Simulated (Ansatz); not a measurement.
Records of electronic-structure calculations.

**Quasiparticle gap of WS2 (2H monolayer)**

The cell holds 3 atoms: 1 W and 2 S. Cell: a = 3.188 Å, b = 3.188 Å, c = 29.500 Å, α = 90.0°, β = 90.0°, γ = 120.0°. Vacuum lies along c.

```
W S
1.0
     3.18768    0.00000    0.00000
    -1.59384    2.76062    0.00000
     0.00000    0.00000   29.50000
W S
1 2
Cartesian
  0.0000 1.8404 14.7500
  1.5938 0.9202 16.3215
  1.5938 0.9202 13.1785
```

```
method                                               : G0W0 on HSE06, plane waves, PAW (and 1 further level or step)
program                                              : Ansatz 0.2.0
settings of one run                                  : cutoff 420 eV, 12×12×1 k-mesh, default PAW, empty bands 196, screening cutoff 48 eV, screening contour deformation, QP bands (v2, c2)
cost                                                 : 2 runs, 85 s in all on 1 × NVIDIA H100 80GB HBM3 (shared by 3 runs) with 3 threads of AMD EPYC 7R13 (Zen 3), shared host (the runs of this entry)
notes                                                : In doubt: masses and optical values from hybrid runs of this build are listed as unsure (in some of the runs), which bears on the screening that GW takes from such a start. Values taken over the cell’s volume include its vacuum. The structure was relaxed with PBE. Limits: no spin-orbit coupling. The differences hold parts that these runs do not separate: finite bands, cutoffs and mesh, points of the zone that were not corrected, the start of G0W0, spin-orbit coupling missing from it, static nuclei, no electron-hole attraction, a cell that is not a measured one, and what each experiment reads as the gap. [rest of the remark cut]
HSE06 gap over mesh and listed points                : 2.286 eV, direct, at k = (0.333, 0.333, 0.000)
G0W0@HSE06 gap over 12 of 19 irreducible mesh points : 2.858 eV, direct, at k = (0.333, 0.333, 0.000)
GW settings                                          : 12×12×1 mesh, 196 empty bands, screening to 48 eV
known limits                                         : finite bands, screening cutoff and k mesh; no spin-orbit coupling in G0W0
```

Over 12 of 19 irreducible mesh points the G0W0 gap is 2.858 eV, direct, at k = (0.333, 0.333, 0.000). The HSE06 gap of this run on the mesh is 2.285 eV. The two states that bound the G0W0 gap lie that far apart at the start, so the correction of the gap is 2.858 − 2.285 = +0.573 eV. The valence state moves by −5.910 − (−6.121) = +0.211 eV and the conduction state by −3.052 − (−3.836) = +0.784 eV, on the run's own scale; how far single levels stand from their limit in bands is not shown.

[Paths, hosts, dates, memory and timing lines, banners, echoed tables and standing remarks are left out of the program output.]

[Logs are printed without paths, hosts, clocks, repeated set-up lines and the standing remarks that a program may print on its own settings, such as how far it seeks lower states.]

[Runs of the session that timed out or met a known fault of the program may be left out.]

[Cells called generated may have been cut or substituted from an entry of the Crystallography Open Database or the Materials Project.]

[Hosts, paths, dates, database ids (printed as entryN), source tags and the programs' standing remarks are cut or masked in the printed files.]
